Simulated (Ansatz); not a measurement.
# SnO$_{2}$: random displacements

The calculation used DFT r2SCAN, scalar-relativistic, plane waves, PAW (Ansatz 0.2.0). The runs took a 500 eV cutoff, a Γ-centred 10×10×10 mesh and Gaussian smearing (0.05 eV). No spin polarisation. Energies are free energies at this smearing, counted from the undisturbed cell; pressure is positive in compression.

The undisturbed cell (as given, not relaxed at this level; this form isn't the usual structure):

```xyz
6
Lattice="-2.0001 2.0001 5.1237 2.0001 -2.0001 5.1237 2.0001 2.0001 -5.1237" Properties=species:S:1:pos:R:3 pbc="T T T"
Sn    0.0000    2.0001    2.5618
Sn    0.0000    0.0000    0.0000
O     0.0000    0.0000    8.1623
O     0.0000    2.0001    4.6469
O     0.0000    0.0000    2.0851
O     0.0000    2.0001    0.4767
```

The atoms are displaced (Å, in the unstrained cell):

```tsv
atom	ux	uy	uz
Sn1	-0.031	0.028	0.048
Sn2	0.012	-0.008	-0.099
O3	-0.067	-0.118	0.083
O4	0.039	0.223	-0.051
O5	0.000	-0.080	-0.116
O6	0.047	-0.045	0.135
```

Strain (Voigt, engineering shear): (-0.0352, 0.0393, 0.0695, -0.0417, -0.0354, 0.1327).

Question: What are the energy change, the stress and the forces?

Answer: ΔE = 243.2 meV/atom; stress (xx, yy, zz, yz, xz, xy; compression positive) (11.50, -19.00, -10.22, 4.80, 2.34, -5.74) GPa; gap on the mesh 0.84 eV.
```csv
atom,Fx (eV/Å),Fy,Fz
Sn1,-1.43,-0.25,-3.27
Sn2,1.63,-0.12,4.40
O3,2.38,-0.03,-0.24
O4,-2.25,-0.61,-0.61
O5,-0.06,1.09,0.65
O6,-0.27,-0.08,-0.93
```

Cost: 1 run of about 5.5 core-minutes, on Arm Neoverse V1 (shared hosts).